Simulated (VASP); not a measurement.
# N in VASP: single point with PBE

Aim: the single point of N with PBE.

Everything below comes from runs of VASP 6.6.1. Logs are shortened: lines on timing, memory, paths and dates and some standing lists are left out, and cuts for length are marked.

## Step 1: Starting point

The cell holds a molecule_in_box, 1 atom: a = 14.000 Å, b = 14.500 Å, c = 15.000 Å, α = 90.00°, β = 90.00°, γ = 90.00°.

## Step 2: Single point, PBE, collinear spin, ferromagnetic start

File INCAR:

```
SYSTEM = N
PREC     = Accurate       ! precision mode
ENCUT    = 450            ! plane-wave cutoff, eV
EDIFF    = 1E-6           ! SCF threshold, eV
ISMEAR   = 0              ! smearing method
SIGMA    = 0.005          ! smearing width, eV
LREAL    = .FALSE.        ! projectors in reciprocal space
LASPH    = .TRUE.         ! aspherical terms in the spheres
NELM     = 200            ! most SCF steps
ALGO     = Normal         ! electronic algorithm
ISIF     = 2              ! what is computed and relaxed
LWAVE    = .FALSE.        ! write WAVECAR
LCHARG   = .FALSE.        ! write CHGCAR
ISPIN    = 2              ! spin polarisation
MAGMOM   = 3              ! initial moments
LORBIT   = 11             ! projections on sites
GGA      = PE             ! functional
AMIX     = 0.2          
BMIX     = 1E-4         
AMIX_MAG = 0.8          
BMIX_MAG = 1E-4         
ISYM     = 0
```

File KPOINTS:

```
Automatic mesh
0
G
  1 1 1
  0 0 0
```

File POSCAR:

```
N
1.0
   14.0000000000      0.0000000000      0.0000000000
    0.0000000000     14.5000000000      0.0000000000
    0.0000000000      0.0000000000     15.0000000000
N
1
Direct
    0.5000000000      0.5000000000      0.5000000000
```

Potentials or basis: VASP PAW PBE potentials, release 64 (N).

Run with:

```
> cat potpaw_PBE.64/N/POTCAR > POTCAR
> mpirun -np 2 vasp_gam > vasp.out
```

OUTCAR:

```text
SYSTEM = N
   PREC = Accurate
   ENCUT = 450
   EDIFF = 1E-6
   ISMEAR = 0
   LREAL = .FALSE.
   LASPH = .TRUE.
   NELM = 200
   ISIF = 2
   ISPIN = 2
   LORBIT = 11
   GGA = PE
   AMIX = 0.2
   AMIX_MAG = 0.8
   ISYM = 0

 ion  position               nearest neighbor table
   1  0.500  0.500  0.500-

IMPORTANT INFORMATION: All symmetrisations will be switched off!
NOSYMM: (Re-)initialisation of all symmetry stuff for point group C_1.

----------------------------------------------------------------------------------------

                                     Primitive cell

  volume of cell :    3045.0000

  direct lattice vectors                    reciprocal lattice vectors
    14.000000000  0.000000000  0.000000000     0.071428571  0.000000000  0.000000000
     0.000000000 14.500000000  0.000000000     0.000000000  0.068965517  0.000000000
     0.000000000  0.000000000 15.000000000     0.000000000  0.000000000  0.066666667

  length of vectors
    14.000000000 14.500000000 15.000000000     0.071428571  0.068965517  0.066666667

  position of ions in fractional coordinates (direct lattice)
     0.500000000  0.500000000  0.500000000

  ion indices of the primitive-cell ions
   primitive index   ion index
                 1           1

----------------------------------------------------------------------------------------

 KPOINTS: Automatic mesh

Automatic generation of k-mesh.
 Grid dimensions read from file:
 generate k-points for:    1    1    1

 Generating k-lattice:

  Cartesian coordinates                     Fractional coordinates (reciprocal lattice)
     0.071428571  0.000000000  0.000000000     1.000000000  0.000000000  0.000000000
     0.000000000  0.068965517  0.000000000     0.000000000  1.000000000  0.000000000
     0.000000000  0.000000000  0.066666667     0.000000000  0.000000000  1.000000000

  Length of vectors
     0.071428571  0.068965517  0.066666667

  Shift w.r.t. Gamma in fractional coordinates (k-lattice)
     0.000000000  0.000000000  0.000000000

 Subroutine IBZKPT returns following result:
 ===========================================

 Found      1 irreducible k-points:

 Following reciprocal coordinates:
            Coordinates               Weight
  0.000000  0.000000  0.000000      1.000000
   k-points           NKPTS =      1   k-points in BZ     NKDIM =      1   number of bands    NBANDS=      8
   number of dos      NEDOS =    301   number of ions     NIONS =      1
   total plane-waves  NPLWV = ******
   dimension x,y,z NGX =    98 NGY =  100 NGZ =  108
   dimension x,y,z NGXF=   196 NGYF=  200 NGZF=  216
   ions per type =               1
   NGX,Y,Z   is equivalent  to a cutoff of  11.64, 11.47, 11.97 a.u.
   NGXF,Y,Z  is equivalent  to a cutoff of  23.27, 22.93, 23.94 a.u.
 SYSTEM =  N
   PREC   = accura    normal or accurate (medium, high low for compatibility)
   ISTART =      0    job   : 0-new  1-cont  2-samecut
   ICHARG =      2    charge: 1-file 2-atom 10-const
   ISPIN  =      2    spin polarized calculation?
   LNONCOLLINEAR =      F non collinear calculations
   LSORBIT =      F    spin-orbit coupling
   LASPH  =      T    aspherical Exc in radial PAW
   ENCUT  =  450.0 eV  33.07 Ry    5.75 a.u.  24.22 25.08 25.95*2*pi/ulx,y,z
   NELM   =    200;   NELMIN=  2; NELMDL= -5     # of ELM steps
   EDIFF  = 0.1E-05   stopping-criterion for ELM
   LREAL  =      F    real-space projection
   EDIFFG = 0.1E-04   stopping-criterion for IOM
   NSW    =      0    number of steps for IOM
   IBRION =     -1    ionic relax: 0-MD 1-quasi-New 2-CG
   NFREE  =      0    steps in history (QN), initial steepest desc. (CG)
   ISIF   =      2    stress and relaxation
   ISYM   =      0    0-nonsym 1-usesym 2-fastsym
   POTIM  = 0.5000    time-step for ionic-motion
   TEBEG  =    0.0;   TEEND  =   0.0 temperature during run
   PSTRESS=    0.0 pullay stress
   NELECT =       5.0000    total number of electrons
   NUPDOWN=      -1.0000    fix difference up-down
   EMIN   =  10.00;   EMAX   =-10.00  energy-range for DOS
   EFERMI =   0.00;   METHOD = LEGACY
   ISMEAR =     0;   SIGMA  =   0.01  broadening in eV -4-tet -1-fermi 0-gaus
   EFERMI_NEDOS =   21; number of points for ismear=-14 and -15
   IALGO  =     38    algorithm
   IMIX   =      4    mixing-type and parameters
     AMIX     =   0.20;   BMIX     =  0.00
     AMIX_MAG =   0.80;   BMIX_MAG =  0.00
  volume/ion in A,a.u.               =    3045.00     20548.67
  Fermi-wavevector in a.u.,A,eV,Ry     =   0.193139  0.364979  0.507532  0.037303
  Thomas-Fermi vector in A             =   0.937105
   LORBIT       =     11    0 simple, 1 ext, 2 COOP (PROOUT), +10 PAW based schemes
   GGA     = PE    functional components
   LHFCALC =     F    Hartree Fock is set to
   AEXX    =    0.0000 exact exchange contribution
   IVDW    =     0    specifies the selected vdW correction
   LEPSILON=     F    determine dielectric tensor
   LRPA    =     F    only Hartree local field effects (RPA)
 spin polarized calculation
 Gauss-broadening in eV      SIGMA  =   0.01
  energy-cutoff  :      450.00
  volume of cell :     3045.00
 maximum number of plane-waves:     33027
 NGX is ok and might be reduce to    98
   NGX = 49   NGY = 51   NGZ = 51

 number of electron       5.0000000 magnetization       3.0000000

 Free energy of the ion-electron system (eV)
  ---------------------------------------------------
  ext. energy  EPLUGINS =         0.00000000
  ---------------------------------------------------
  free energy    TOTEN  =        -3.12193051 eV

  energy without entropy =       -3.12193051  energy(sigma->0) =       -3.12193051

 E-fermi :  -8.1957     XC(G=0):  -0.1532

 val. band max:       -8.2689824966   @ k =   0.0000   0.0000   0.0000
 cond. band min:      -4.1054788570   @ k =   0.0000   0.0000   0.0000
 fundamental gap:      4.1635036396
 Fermi energy:        -8.1957333142

 spin component 1

 k-point     1 :       0.0000    0.0000    0.0000
  band No.  band energies     occupation
      1     -19.8531      1.00000
      2      -8.2690      1.00000
      3      -8.2690      1.00000
      4      -8.2690      1.00000
      5      -0.3320      0.00000
      6       0.2929      0.00000
      7       0.5053      0.00000
      8       0.5417      0.00000
 Fermi energy:        -8.1957333142

 spin component 2

 k-point     1 :       0.0000    0.0000    0.0000
  band No.  band energies     occupation
      1     -15.2783      1.00000
      2      -4.1055      0.00000
      3      -4.1055      0.00000
      4      -4.1055      0.00000
      5      -0.0190      0.00000
      6       0.6218      0.00000
      7       0.6728      0.00000
      8       0.7096      0.00000

------------------------ aborting loop because EDIFF is reached ----------------------------------------

  FORCE on cell =-STRESS in cart. coord.  units (eV):
  Direction    XX          YY          ZZ          XY          YZ          ZX
  --------------------------------------------------------------------------------------
  -------------------------------------------------------------------------------------
  Total       -0.1621087     -0.1634973     -0.1628651      0.0000003      0.0000029     -0.0000044
  in kB       -0.0852962     -0.0860268     -0.0856942      0.0000002      0.0000015     -0.0000023
  external PRESSURE =      -0.0856724 kB  Pullay stress =       0.0000000 kB

 VOLUME and BASIS-vectors are now :
 -----------------------------------------------------------------------------
  energy-cutoff  :      450.00
  volume of cell :     3045.00
      direct lattice vectors                 reciprocal lattice vectors
    14.000000000  0.000000000  0.000000000     0.071428571  0.000000000  0.000000000
     0.000000000 14.500000000  0.000000000     0.000000000  0.068965517  0.000000000
     0.000000000  0.000000000 15.000000000     0.000000000  0.000000000  0.066666667

 POSITION                                       TOTAL-FORCE (eV/Angst)
 -----------------------------------------------------------------------------------
      7.00000      7.25000      7.50000         0.000000     -0.000001      0.000001
 -----------------------------------------------------------------------------------
    total drift:                                0.000000     -0.000001      0.000001

  FREE ENERGIE OF THE ION-ELECTRON SYSTEM (eV)
  ---------------------------------------------------
  free  energy   TOTEN  =        -3.1219305056 eV

  energy  without entropy=       -3.1219305056  energy(sigma->0) =       -3.12193051

 total charge

# of ion       s       p       d       tot
------------------------------------------
    1        1.371   1.890   0.000   3.261

 magnetization (x)

# of ion       s       p       d       tot
------------------------------------------
    1        0.038   1.890   0.000   1.928
```

Run time: 48 s. Hardware: 2 MPI ranks of Intel Xeon 6975P-C (Granite Rapids), shared host; peak memory 1.3 GiB.

Results:

* Free energy: -3.1219 eV
* Gap between the frontier levels: 4.16 eV
* Net moment: 3.00 μB per cell
* Site moments: N +1.93 μB
* Valence electrons inside the program's atomic spheres: N 3.26

Levels at points of the mesh, in eV from the valence-band top:
Spin up:
```
           k point  band 1  band 2  band 3  band 4  band 5  band 6  band 7  band 8
(0.00, 0.00, 0.00)  -11.58    0.00    0.00    0.00    7.94    8.56    8.77    8.81
```
Spin down:
```tsv
k point	band 1	band 2	band 3	band 4
(0.00, 0.00, 0.00)	-7.01	4.16	4.16	4.16
```

Caveat: the cutoff is under 1.25 times the usual one of these potentials, so pressure, stress and relaxed cells hold a basis-set (Pulay) error.
